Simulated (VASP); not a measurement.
# F2: single point with PBEsol

Molecule: F2, in a box.

```
F
1.0
    11.85123    0.00000    0.00000
     0.00000   12.35123    0.00000
     0.00000    0.00000   12.85123
F
2
Direct
  0.51282 0.55875 0.49122
  0.48681 0.44780 0.50903
```

| Item | Value |
| --- | --- |
| Program | VASP 6.6.1 |
| Task | single point |
| Functional | PBEsol |
| Potentials or basis | VASP PAW PBE potentials, release 64 (F) |
| Cutoff | 400 eV |
| k mesh | 1 × 1 × 1 |
| Occupations | gaussian, width 0.01 eV |
| Spin | no spin polarisation |
| Further INCAR settings | ALGO = Fast; EDIFF = 1e-06; ISYM = 0 |

```yaml
Largest_force: 0.535 eV/Å
Gap_between_the_frontier_levels: 3.36 eV
```

Forces on the atoms (eV/Å):
```
F   -0.113 -0.516  0.087
F    0.113  0.516 -0.087
```

Levels at points of the mesh, in eV from the valence-band top:
```csv
k point,band 4,band 5,band 6,band 7,band 8,band 9,band 10,band 11
"(0.00, 0.00, 0.00)",-3.32,-3.32,0.00,0.00,3.36,9.18,10.01,10.16
```

It took 15 s on 4 MPI ranks on Intel(R) Xeon(R) 6975P-C (Granite Rapids), with other jobs on the host, peak memory 0.37 GiB a rank.

Caveat: the PAW data sets were made with another functional, which shifts forces and pressure a little. Expect the measured gap to be larger: semilocal functionals such as PBEsol lack the derivative discontinuity.
